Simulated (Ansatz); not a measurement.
**Si (Fd-3m): how far a G0W0 gap depends on its settings**

Aim: test how the G0W0 gap of Si built on the diamond prototype moves with the number of bands, the screening cutoff and the other choices.

Code: Ansatz 0.2.0. G0W0, plane waves. No spin polarisation and no zero-point or thermal motion.

1 further run of the same task is left out (it didn't finish).

## 1. The system as given

The cell was relaxed beforehand with r2SCAN.

It is cubic, Fd-3m (No. 227); a = 5.444 Å in the conventional setting, 20.17 Å³ an atom. Si has 4 Si at 2.36 Å.

The structure in full:

```cif
data_structure
_symmetry_space_group_name_H-M 'Fd-3m:1'
_symmetry_Int_Tables_number 227
_cell_length_a 5.4442
_cell_length_b 5.4442
_cell_length_c 5.4442
_cell_angle_alpha 90.000
_cell_angle_beta 90.000
_cell_angle_gamma 90.000
_cell_volume 161.37
loop_
_atom_site_label
_atom_site_type_symbol
_atom_site_symmetry_multiplicity
_atom_site_Wyckoff_symbol
_atom_site_fract_x
_atom_site_fract_y
_atom_site_fract_z
_atom_site_occupancy
Si1 Si 8 b 0.00000 0.00000 0.50000 1
```

## 2. From PBE, 150 empty bands, 100 eV

input.yaml

```yaml
crystal:
  lattice:
    - [0.0, 2.7221188962, 2.7221188962]
    - [2.7221188962, 0.0, 2.7221188962]
    - [2.7221188962, 2.7221188962, 0.0]
  atoms:
    - { symbol: Si, position: [0.0, 0.0, 0.0] }
    - { symbol: Si, position: [0.25, 0.25, 0.25] }
kpoints:
  mp_grid: { grid: [4, 4, 4] }
hamiltonian:
  xc: pbe
scf:
  occupations: { method: fixed }
gw:
  n_empty_bands: 150
  ecut_chi: 100
  qp_bands: [v1, c1]
  qp_kpoints: band_edges
  screening: { model: contour_deformation }
```

On the command line:

```sh
$ ansatz run input.yaml --threads 4 --pin off --max-ram 3686MiB --backend cpu --events-out ev --progress --plain --runs-dir out
```

The log of the run:

```text
Warning: RAYON_NUM_THREADS=4 ignored (pool sized by the plan → 4); use --threads N
Engine: ansatz 0.2.0, aarch64-unknown-linux-gnu
Pseudopotentials: kind: paw
Pseudopotential: Si, paw, valence charge 4, recommended cutoff 420 eV (normal), Si.paw.azcp
Functional definition: PBE
  parameter kappa = 0.804
  parameter beta = 0.06672455060314922
  exchange = pbe_x(kappa = kappa, mu = beta*pi^2/3)
  correlation = pbe_c(beta = beta)
Crystal: 2 atoms, lattice volume = 40.341 Å³
Basis set: ecut = 420 eV, 749 PW (Γ)
Bands: 8, of which v1, the nominal top of the filled ones, is band 4 counted from 1 (3 counted from 0)
Symmetry: 48 space group operations
Space group: Fd-3m (ITA 227), of the structure as read, at distance tolerance 3.4e-5 Å
k-points: 8 of 64
Non-local potential: Si, projectors of the file, l = 0: 2, l = 1: 2, l = 2: 2
PAW form: soft (Blöchl's): semilocal exchange-correlation on the pseudo side does not see the compensation charge
PAW one-centre angular grid: Si, 110 points (default); XC on 64 Gauss nodes
Initial density: superposition of atomic densities (neutral atoms: chi_scale 0, normalization atom), corrected by the library's trained network
Initial wavefunctions: pseudopotential atomic-orbital guess
Functional: x = pbe(κ = 0.804, μ = 0.2195149727645171), c = pbe(β = 0.06672455060314922)
SCF iter   1: F=—  HF=-1271.431258 eV  |F-HF|=—  |Δ(HF+E_count)|=         —  Δρ=1.68e-3  dr2=1.90e-3  ethr=1.77e-3  ⟨swp⟩=4.4  Hψ=465  notcnv=0  defer=12
preconditioner: auto → none  [insulator: Δε(μ)=0.723 eV  Ē_g=9.372 eV  n_scr=8 (ndim 8)  ℏωp=16.5 eV  f_vac=0.000  ε∞_Penn≈4.1]
SCF iter   2: F=—  HF=-1271.431025 eV  |F-HF|=—  |Δ(HF+E_count)|=   2.33e-4  Δρ=7.01e-4  dr2=2.92e-4  ethr=2.37e-5  ⟨swp⟩=2.4  Hψ=163  notcnv=0  defer=13
SCF iter   3: F=—  HF=-1271.431022 eV  |F-HF|=—  |Δ(HF+E_count)|=   2.74e-6  Δρ=9.10e-5  dr2=2.05e-6  ethr=3.65e-6  ⟨swp⟩=2.9  Hψ=116  notcnv=0  defer=13
SCF iter   4: F=—  HF=-1271.431026 eV  |F-HF|=—  |Δ(HF+E_count)|=   3.86e-6  Δρ=1.69e-5  dr2=1.51e-7  ethr=2.56e-8  ⟨swp⟩=2.4  Hψ=93  notcnv=0  defer=2
iter 5 did not close the SCF: its close was put off for the readings that it lacked (scf_convergence_deferred on its scf_iter line)
SCF iter   5: F=-1271.431026 eV  HF=-1271.431026 eV  |F-HF|=2.54e-9  |Δ(HF+E_count)|=   1.77e-7  Δρ=1.78e-6  dr2=1.66e-9  ethr=1.89e-9  ⟨swp⟩=2.1  Hψ=96  notcnv=0  defer=2
SCF iter   6: F=-1271.431026 eV  HF=-1271.431026 eV  |F-HF|=7.73e-12  |Δ(HF+E_count)|=   3.12e-9  Δρ=8.18e-8  dr2=2.70e-12  ethr=2.08e-11  ⟨swp⟩=3.2  Hψ=383  notcnv=0
SCF 1 converged in 6 iterations: F = -1271.431026 eV  dr2 = 2.70e-12
NSCF: frozen V_eff on 8 k-points
G₀W₀ screening: q 1/8
G₀W₀ screening: q 2/8 (q-point 5)
G₀W₀ screening: q 3/8 (q-point 6)
G₀W₀ screening: q 4/8 (q-point 2)
G₀W₀ screening: q 5/8 (q-point 4)
G₀W₀ screening: q 6/8 (q-point 8)
G₀W₀ screening: q 7/8 (q-point 3)
G₀W₀ screening: q 8/8 (q-point 7)
G₀W₀ self-energy: k 1/5
G₀W₀ self-energy: k 2/5
G₀W₀ self-energy: k 3/5
G₀W₀ self-energy: k 4/5
G₀W₀ self-energy: k 5/5
NSCF: frozen V_eff on 1 k-points
SCF converged after 6 iterations
Free energy (F): -1271.431026 eV
Harris-Foulkes:  -1271.431026 eV  (|F-HF|=7.73e-12)
Internal energy: -1271.431026 eV  (E = F + TS)
E sigma→0 (E₀):  -1271.431026 eV
Fermi energy:    6.195178 eV
--- Per-component energies (eV) ---
  E_band       = 9.351896
  E_kinetic    = 81.222283
  E_local      = -55.760755  (includes V_loc(G=0)·N_el)
  E_nonlocal   = 51.816090
  E_hartree    = 15.328333
  E_xc         = -110.362160
  E_vxc        = -93.489339  (∫ρ·V_xc dr)
  E_paw        = -1025.711291  (= ΣΔE_a)
  E_vpaw       = -5.093054  (= ΣTr[D̂ρ^β])
  E_aug_tail   = 0.000012  (compensation charges beyond the density's cutoff)
  E_ewald      = -227.963539
  E_smearing   = -0.000000  (= −TS)
  E_closure    = -0.000000  (closes the sum)
  Σ components = -1271.431026   (vs F -1271.431026, Δ=0.00e0)
--- Band table (eV; the first three rows and the last of 8) ---
  k-point 0: bands = ["-5.7237", "6.1952", "6.1952", "6.1952", "8.7346", "8.7346", "8.7346", "9.4765"]
  k-point 1: bands = ["-4.9286", "2.2757", "5.4366", "5.4366", "8.1879", "9.6756", "9.6756", "13.0514"]
  k-point 2: bands = ["-3.4085", "-0.7486", "4.9988", "4.9988", "7.6976", "9.5157", "9.5157", "13.8957"]
  k-point 7: bands = ["-1.4416", "-1.4416", "2.3623", "2.3623", "10.4528", "10.4528", "11.1546", "11.1546"]
--- G₀W₀: contour deformation, 7 samples at zero and on the imaginary axis and 2 off it, 64 q-points, 150 empty bands' worth ---
  eigenvalues of the whole cell's RPA ε∞ on this k-mesh (on a slab, of 1 + 4πα/V) = 22.1879, 22.1879, 22.1879; static W/v taken at q = 0 is 0.045070
  bands read: the sum over 154 bands ends inside a degenerate multiplet in 3 slots, whose members it reads at an even weight; the widest, k=0: bands 153 to 155 (counted from 1) at 2/3 each
  gw.qp_kpoints: band_edges: 5 of 8 stored k-points solved, in 1 pass; an edge of the gap read off the rows below is read off those points alone
    valence top: of the k-points left out ik 5 came nearest to being solved in a further pass, in band 4 (counted from 1, as in the quasiparticle table): it holds the edge there only if its correction is more favourable than any solved in that band by at least 1.325 eV; those differ by 0.069 eV
    conduction bottom: of the k-points left out ik 4 came nearest to being solved in a further pass, in band 5 (counted from 1, as in the quasiparticle table): it holds the edge there only if its correction is more favourable than any solved in that band by at least 0.803 eV; those differ by 0.164 eV
    ik  band        ε_KS         Σx   Σc(E_QP)       V_xc       Z   E_QP_lin       E_QP  E_QP is
     0     4      6.1952   -14.8776     1.1595   -13.2634  0.7632     5.7388     5.7405  root
     0     5      8.7346    -6.9414    -4.3858   -11.4622  0.7577     8.8699     8.8696  root
     1     4      5.4366   -14.7789     1.3517   -12.9634  0.7578     4.9706     4.9727  root
     1     5      8.1879    -7.7440    -4.3324   -12.2010  0.7644     8.3127     8.3125  root
     2     4      4.9988   -15.0404     1.6007   -12.9508  0.7533     4.5069     4.5099  root
     2     5      7.6976    -7.9099    -4.2050   -12.2272  0.7692     7.8099     7.8098  root
     3     4      4.3116   -14.6672     1.7523   -12.4221  0.7463     3.8144     3.8188  root
     3     5      7.3146    -6.5083    -4.0059   -10.5314  0.7734     7.3318     7.3318  root
     6     4      3.3538   -15.0158     2.2497   -12.2425  0.7330     2.8245     2.8301  root
     6     5      6.9015    -5.9313    -3.9605    -9.8628  0.7788     6.8726     6.8726  root
```

It took 4.8 s on 4 threads of Arm Neoverse N1, shared host; peak memory 0.38 GiB.

On its 4×4×4 mesh the gap goes from 0.71 eV (PBE) to 1.13 eV, a shift of +0.42 eV, with 150 empty bands and a screening cutoff of 100 eV. The renormalisation factors Z of the two edge bands lie between 0.73 and 0.78.

## 3. From LDA, 15 empty bands, 60 eV

Edit input.yaml of step 2 so:

```diff
@@ -11,3 +11,3 @@
 hamiltonian:
-  xc: pbe
+  xc: lda
 scf:
@@ -15,4 +15,4 @@
 gw:
-  n_empty_bands: 150
-  ecut_chi: 100
+  n_empty_bands: 15
+  ecut_chi: 60
   qp_bands: [v1, c1]
```

On the command line:

```sh
$ ansatz run input.yaml --threads 4 --pin off --max-ram 3686MiB --backend cpu --events-out ev --progress --plain --runs-dir out
```

The log of the run:

```text
Warning: RAYON_NUM_THREADS=4 ignored (pool sized by the plan → 4); use --threads N
[... 3 set-up lines as earlier in the session ...]
Functional definition: SPW92
  exchange = slater_x
  correlation = pw_c
Crystal: 2 atoms, lattice volume = 40.341 Å³
Basis set: ecut = 420 eV, 749 PW (Γ)
Bands: 8, of which v1, the nominal top of the filled ones, is band 4 counted from 1 (3 counted from 0)
[... 2 set-up lines as earlier in the session ...]
k-points: 8 of 64
[... 2 set-up lines as earlier in the session ...]
PAW frozen core: Si, regenerated for the run's functional, and the local potential with it (the file was generated under x = pbe(κ = 0.804, μ = 0.2195149727645171), c = pbe(β = 0.06672455060314922))
[... 3 set-up lines as earlier in the session ...]
Functional: x = slater, c = lda
SCF iter   1: F=—  HF=-1217.095378 eV  |F-HF|=—  |Δ(HF+E_count)|=         —  Δρ=3.64e-3  dr2=4.87e-3  ethr=1.77e-3  ⟨swp⟩=4.6  Hψ=464  notcnv=0  defer=12
preconditioner: auto → none  [insulator: Δε(μ)=0.625 eV  Ē_g=9.295 eV  n_scr=8 (ndim 8)  ℏωp=16.5 eV  f_vac=0.000  ε∞_Penn≈4.2]
SCF iter   2: F=—  HF=-1217.093463 eV  |F-HF|=—  |Δ(HF+E_count)|=   1.91e-3  Δρ=1.52e-3  dr2=6.45e-4  ethr=6.09e-5  ⟨swp⟩=2.8  Hψ=170  notcnv=0  defer=13
SCF iter   3: F=—  HF=-1217.093203 eV  |F-HF|=—  |Δ(HF+E_count)|=   2.60e-4  Δρ=1.98e-4  dr2=9.74e-6  ethr=8.06e-6  ⟨swp⟩=2.9  Hψ=115  notcnv=0  defer=13
SCF iter   4: F=—  HF=-1217.093202 eV  |F-HF|=—  |Δ(HF+E_count)|=   1.01e-6  Δρ=2.51e-5  dr2=2.14e-7  ethr=1.22e-7  ⟨swp⟩=1.4  Hψ=72  notcnv=0  defer=3
iter 5 did not close the SCF: its close was put off for the readings that it lacked (scf_convergence_deferred on its scf_iter line)
SCF iter   5: F=-1217.093202 eV  HF=-1217.093202 eV  |F-HF|=4.35e-9  |Δ(HF+E_count)|=   5.49e-8  Δρ=7.89e-6  dr2=1.48e-8  ethr=2.68e-9  ⟨swp⟩=2.0  Hψ=89  notcnv=0  defer=3
SCF iter   6: F=-1217.093202 eV  HF=-1217.093202 eV  |F-HF|=3.00e-11  |Δ(HF+E_count)|=   3.05e-9  Δρ=6.98e-7  dr2=1.15e-10  ethr=1.85e-10  ⟨swp⟩=3.2  Hψ=392  notcnv=0
SCF 1 converged in 6 iterations: F = -1217.093202 eV  dr2 = 1.15e-10
NSCF: frozen V_eff on 8 k-points
G₀W₀ screening: q 1/8
G₀W₀ screening: q 2/8 (q-point 5)
G₀W₀ screening: q 3/8 (q-point 6)
G₀W₀ screening: q 4/8 (q-point 2)
G₀W₀ screening: q 5/8 (q-point 4)
G₀W₀ screening: q 6/8 (q-point 8)
G₀W₀ screening: q 7/8 (q-point 3)
G₀W₀ screening: q 8/8 (q-point 7)
G₀W₀ self-energy: k 1/5
G₀W₀ self-energy: k 2/5
G₀W₀ self-energy: k 3/5
G₀W₀ self-energy: k 4/5
G₀W₀ self-energy: k 5/5
NSCF: frozen V_eff on 1 k-points
SCF converged after 6 iterations
Free energy (F): -1217.093202 eV
Harris-Foulkes:  -1217.093202 eV  (|F-HF|=3.00e-11)
Internal energy: -1217.093202 eV  (E = F + TS)
E sigma→0 (E₀):  -1217.093202 eV
Fermi energy:    6.018648 eV
--- Per-component energies (eV) ---
  E_band       = 7.851119
  E_kinetic    = 81.312404
  E_local      = -57.797657  (includes V_loc(G=0)·N_el)
  E_nonlocal   = 53.821176
  E_hartree    = 15.280715
  E_xc         = -109.512514
  E_vxc        = -94.166327  (∫ρ·V_xc dr)
  E_paw        = -972.402459  (= ΣΔE_a)
  E_vpaw       = -5.879961  (= ΣTr[D̂ρ^β])
  E_aug_tail   = 0.000011  (compensation charges beyond the density's cutoff)
  E_ewald      = -227.963539
  E_core_change = 0.168661  (= ΣΔE_core)
  E_smearing   = -0.000000  (= −TS)
  E_closure    = -0.000000  (closes the sum)
  Σ components = -1217.093202   (vs F -1217.093202, Δ=0.00e0)
--- Band table (eV; the first three rows and the last of 8) ---
  k-point 0: bands = ["-5.9077", "6.0186", "6.0186", "6.0186", "8.5205", "8.5205", "8.5205", "9.1130"]
  k-point 1: bands = ["-5.1119", "2.0760", "5.2603", "5.2603", "7.8962", "9.4574", "9.4574", "12.7025"]
  k-point 2: bands = ["-3.5849", "-0.9552", "4.8251", "4.8251", "7.3960", "9.2921", "9.2921", "13.4823"]
  k-point 7: bands = ["-1.6219", "-1.6219", "2.1538", "2.1538", "10.1799", "10.1799", "10.8944", "10.8944"]
--- G₀W₀: contour deformation, 6 samples at zero and on the imaginary axis and 2 off it, 64 q-points, 15 empty bands' worth ---
  eigenvalues of the whole cell's RPA ε∞ on this k-mesh (on a slab, of 1 + 4πα/V) = 24.2876, 24.2876, 24.2876; static W/v taken at q = 0 is 0.041173
  bands read: the sum over 19 bands ends inside a degenerate multiplet in 5 slots, whose members it reads at an even weight; the widest, k=0: bands 19 to 20 (counted from 1) at 1/2 each
  gw.qp_kpoints: band_edges: 5 of 8 stored k-points solved, in 1 pass; an edge of the gap read off the rows below is read off those points alone
    valence top: of the k-points left out ik 5 came nearest to being solved in a further pass, in band 4 (counted from 1, as in the quasiparticle table): it holds the edge there only if its correction is more favourable than any solved in that band by at least 1.324 eV; those differ by 0.232 eV
    conduction bottom: of the k-points left out ik 4 came nearest to being solved in a further pass, in band 5 (counted from 1, as in the quasiparticle table): it holds the edge there only if its correction is more favourable than any solved in that band by at least 0.815 eV; those differ by 0.227 eV
    ik  band        ε_KS         Σx   Σc(E_QP)       V_xc       Z   E_QP_lin       E_QP  E_QP is
     0     4      6.0186   -14.8764     1.8485   -13.4588  0.7703     6.4482     6.4495  root
     0     5      8.5205    -6.9830    -3.7682   -11.7069  0.7633     9.4897     9.4762  root
     1     4      5.2603   -14.7758     1.9907   -13.1560  0.7642     5.6299     5.6312  root
     1     5      7.8962    -7.8105    -3.7282   -12.5137  0.7693     8.8830     8.8712  root
     2     4      4.8251   -15.0401     2.2201   -13.1432  0.7590     5.1471     5.1483  root
     2     5      7.3960    -7.9835    -3.6032   -12.5473  0.7755     8.3681     8.3566  root
     3     4      4.1315   -14.6604     2.3251   -12.6097  0.7507     4.4046     4.4058  root
     3     5      7.0422    -6.5348    -3.4470   -10.7922  0.7793     7.8597     7.8525  root
     6     4      3.1743   -15.0075     2.7792   -12.4268  0.7366     3.3726     3.3728  root
     6     5      6.6080    -5.9541    -3.4324   -10.1348  0.7843     7.3609     7.3563  root
```

It took 1.2 s on 4 threads of Arm Neoverse N1, shared host; peak memory 0.25 GiB.

On its 4×4×4 mesh the gap goes from 0.59 eV (LDA) to 0.91 eV, a shift of +0.32 eV, with 15 empty bands and a screening cutoff of 60 eV. The renormalisation factors Z of the two edge bands lie between 0.74 and 0.78.

(Part 1 of 2 ends here.)
